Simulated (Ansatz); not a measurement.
# Cd3HgTe4: the cost of one run

Program: Ansatz 0.2.0. Level of theory: DFT PBE, scalar-relativistic, plane waves, PAW. These are calculated values, not measurements.

1 further run of the same task is left out (set aside as unsound or not needed).

### Step 1. The starting structure

Symmetry: P-43m, No. 215, cubic system. Conventional cell: a = 6.629 Å, b = 6.629 Å, c = 6.629 Å, α = 90.00°, β = 90.00°, γ = 90.00°. Cd (site symmetry -42m) is surrounded by 4 Te at 2.87 Å. Around Hg (site symmetry -43m) lie 4 Te at 2.88 Å. Te (site symmetry 3m) is surrounded by 3 Cd at 2.87 Å and 1 Hg at 2.88 Å.

As a file:

```xyz
8
Lattice="6.6293 0.0000 0.0000 0.0000 6.6293 0.0000 0.0000 0.0000 6.6293" Properties=species:S:1:pos:R:3 pbc="T T T"
Cd    0.0000    3.3147    3.3147
Cd    3.3147    0.0000    3.3147
Cd    3.3147    3.3147    0.0000
Hg    0.0000    0.0000    0.0000
Te    4.9657    4.9657    1.6636
Te    4.9657    1.6636    4.9657
Te    1.6636    4.9657    4.9657
Te    1.6636    1.6636    1.6636
```

It is the end of an earlier relaxation with the same method, from a generated guess; it is a trial structure. At a tolerance of 0.02 Å it has space group P-43m (No. 215); it has 36.42 Å³/atom, an uncorrected energy of -0.39 eV/atom over the elements.

### Step 2. Static run: bands, density of states and charges

Input file input.yaml:

```yaml
crystal:
  lattice:
    - [6.6293391883, 0.0, 0.0]
    - [0.0, 6.6293391883, 0.0]
    - [0.0, 0.0, 6.6293391883]
  atoms:
    - { symbol: Cd, position: [0.0, 0.5, 0.5] }
    - { symbol: Cd, position: [0.5, 0.0, 0.5] }
    - { symbol: Cd, position: [0.5, 0.5, 0.0] }
    - { symbol: Hg, position: [0.0, 0.0, 0.0] }
    - { symbol: Te, position: [0.7490520274, 0.7490520274, 0.2509479726] }
    - { symbol: Te, position: [0.7490520274, 0.2509479726, 0.7490520274] }
    - { symbol: Te, position: [0.2509479726, 0.7490520274, 0.7490520274] }
    - { symbol: Te, position: [0.2509479726, 0.2509479726, 0.2509479726] }
basis:
  ecutwfc: 420
kpoints:
  mp_grid: { grid: [6, 6, 6] }
  band_path:
    path:
      - [[0.0, 0.0, 0.0], [0.0, 0.5, 0.0], [0.5, 0.5, 0.0], [0.0, 0.0, 0.0], [0.5, 0.5, 0.5], [0.0, 0.5, 0.0]]
      - [[0.5, 0.5, 0.5], [0.5, 0.5, 0.0]]
    npoints: 14
hamiltonian:
  xc: pbe
scf:
  occupations: { method: gaussian, width: 0.01 }
  n_extra_bands: 20
output:
  forces: true
  stress: true
  eigenvalues: true
  populations: true
  dos: { projected: true, de: 0.02, nscf_kmesh: { grid: [8, 8, 8] } }
  bader: true
  write_density: true
  write_potential: true
  elf: true
  volumetric_format: npy
```

Launch:

```console
> ansatz run input.yaml --threads 1 --pin off --max-ram 2560MiB --backend cpu --events-out ev --progress --plain --runs-dir out
```

Q: Estimate wall time and peak memory on 1 thread of Arm Neoverse V2, shared host.

About 5.3 min, with a peak of 1.4 GiB.
